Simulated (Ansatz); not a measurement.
A plane-wave DFT run in Ansatz 0.2.0 (scalar-relativistic PAW potentials unless the input names others): input and command.

```yaml
crystal:
  lattice:
    - [0.0, -2.13515, -2.13515]
    - [0.0, 2.13515, -2.13515]
    - [4.2703, 0.0, 0.0]
  atoms:
    - { symbol: Mg, position: [0.5526895066, 0.4473104934, 0.5] }
    - { symbol: Mg, position: [-0.0526895066, 0.0526895066, 0.0] }
    - { symbol: O, position: [0.4759686805, 0.5240313195, 0.0] }
    - { symbol: O, position: [0.0240313195, -0.0240313195, 0.5] }
basis:
  ecutwfc: 420
kpoints:
  mp_grid: { grid: [8, 8, 6] }
hamiltonian:
  xc: pbe
scf:
  occupations: { method: gaussian, width: 0.05 }
  max_iter: 50
output:
  forces: true
  eigenvalues: true
  stress: true
total_charge: 6
```

```bash
ansatz run input.yaml --threads 2 --pin off --max-ram 5120MiB --backend cpu --events-out ev --progress --plain --runs-dir out
```

Abridged log:
```
Basis set: ecut = 420 eV, 727 PW (Γ), exchange–correlation on 48×48×60 points (8 copies of the dense FFT grid, shifted against one another)
Bands: 17, of which v1, the nominal top of the filled ones, is band 13 counted from 1 (12 counted from 0)
Symmetry: 8 space group operations
k-points: 84 of 384
SCF iter   1: F=—  HF=-5046.552971 eV  |F-HF|=—  |Δ(HF+E_count)|=         —  Δρ=5.08e-1  dr2=6.34e1  ethr=1.77e-3  ⟨swp⟩=5.7  Hψ=6692  notcnv=0
SCF iter   2: F=—  HF=-5018.515934 eV  |F-HF|=—  |Δ(HF+E_count)|=    2.80e1  Δρ=2.89e-1  dr2=2.53e1  ethr=1.77e-3  ⟨swp⟩=4.0  Hψ=4630  notcnv=0  defer=6
SCF iter   3: F=—  HF=-5013.512019 eV  |F-HF|=—  |Δ(HF+E_count)|=    5.00e0  Δρ=5.73e-2  dr2=1.31e0  ethr=1.77e-3  ⟨swp⟩=6.1  Hψ=4339  notcnv=0  defer=6
SCF iter   4: F=—  HF=-5013.604725 eV  |F-HF|=—  |Δ(HF+E_count)|=   9.27e-2  Δρ=2.69e-2  dr2=1.16e-1  ethr=1.77e-3  ⟨swp⟩=3.2  Hψ=3285  notcnv=0  defer=6
SCF iter   5: F=—  HF=-5013.657809 eV  |F-HF|=—  |Δ(HF+E_count)|=   5.31e-2  Δρ=2.45e-2  dr2=5.57e-2  ethr=4.45e-4  ⟨swp⟩=3.9  Hψ=2834  notcnv=0  defer=6
SCF iter   6: F=—  HF=-5013.661456 eV  |F-HF|=—  |Δ(HF+E_count)|=   3.65e-3  Δρ=5.23e-3  dr2=3.84e-3  ethr=2.14e-4  ⟨swp⟩=2.4  Hψ=1737  notcnv=0  defer=6
SCF iter   7: F=—  HF=-5013.664053 eV  |F-HF|=—  |Δ(HF+E_count)|=   2.60e-3  Δρ=1.50e-3  dr2=5.79e-4  ethr=1.48e-5  ⟨swp⟩=2.3  Hψ=1984  notcnv=0  defer=6
SCF iter   8: F=—  HF=-5013.664593 eV  |F-HF|=—  |Δ(HF+E_count)|=   5.40e-4  Δρ=1.20e-3  dr2=1.90e-4  ethr=2.23e-6  ⟨swp⟩=2.1  Hψ=2013  notcnv=0  defer=6
SCF iter   9: F=—  HF=-5013.664620 eV  |F-HF|=—  |Δ(HF+E_count)|=   2.73e-5  Δρ=1.73e-4  dr2=8.87e-6  ethr=7.31e-7  ⟨swp⟩=2.1  Hψ=1673  notcnv=0  defer=6
SCF iter  10: F=—  HF=-5013.664173 eV  |F-HF|=—  |Δ(HF+E_count)|=   4.47e-4  Δρ=6.46e-5  dr2=7.36e-7  ethr=3.41e-8  ⟨swp⟩=2.0  Hψ=2561  notcnv=0  defer=6
SCF iter  11: F=-5013.664174 eV  HF=-5013.664174 eV  |F-HF|=1.05e-7  |Δ(HF+E_count)|=   1.04e-6  Δρ=1.44e-5  dr2=4.54e-8  ethr=3.85e-10  ⟨swp⟩=7.3  Hψ=8020  notcnv=0
SCF 1 converged in 11 iterations: F = -5013.664174 eV  dr2 = 4.54e-8
SCF converged after 11 iterations
Free energy (F): -5013.664174 eV
Harris-Foulkes:  -5013.664174 eV  (|F-HF|=1.05e-7)
Internal energy: -5013.651710 eV  (E = F + TS)
E sigma→0 (E₀):  -5013.657942 eV
Entropy (-TS):   -0.012464 eV (-3.116 meV/atom)
Fermi energy:    0.256822 eV
--- Forces (eV/Å), atoms counted from 1 ---
  atom   1  Mg     0.00000000     1.78945764     0.00000000
  atom   2  Mg     0.00000000    -1.78945764     0.00000000
  atom   3  O      0.00000000     2.86896424     0.00000000
  atom   4  O      0.00000000    -2.86896424     0.00000000
--- Stress (GPa, compression-positive) ---
      162.641002       0.000000       0.000000
        0.000000     170.800077       0.000000
        0.000000       0.000000     164.279295
  P = ⅓ Tr σ = 165.9068 GPa (1659.068 kbar)
```

Q: What is wrong with this input?

A: The fault is a net charge on a solid that should be neutral, 6 electrons a cell too few, offset by a uniform background, so that energy and pressure hang on that convention (total_charge: not typed → 6, the first being the value of the sound run). Setting it back cures it. The run converged all the same, with a total energy on another zero, pressure 165.91 GPa (with the neutralising background of the charged cell), largest force 2.869 eV/Å, no gap on the mesh, so convergence alone doesn't show that an input is right. A reference run from the same start on usual settings converged with pressure 0.11 GPa, largest force 1.649 eV/Å, gap on the mesh 4.19 eV.

It took 2.3 s on 2 threads of Intel(R) Xeon(R) Platinum 8259CL CPU @ 2.50GHz (Skylake/Cascade Lake), with other jobs on the host, peak memory 0.39 GiB.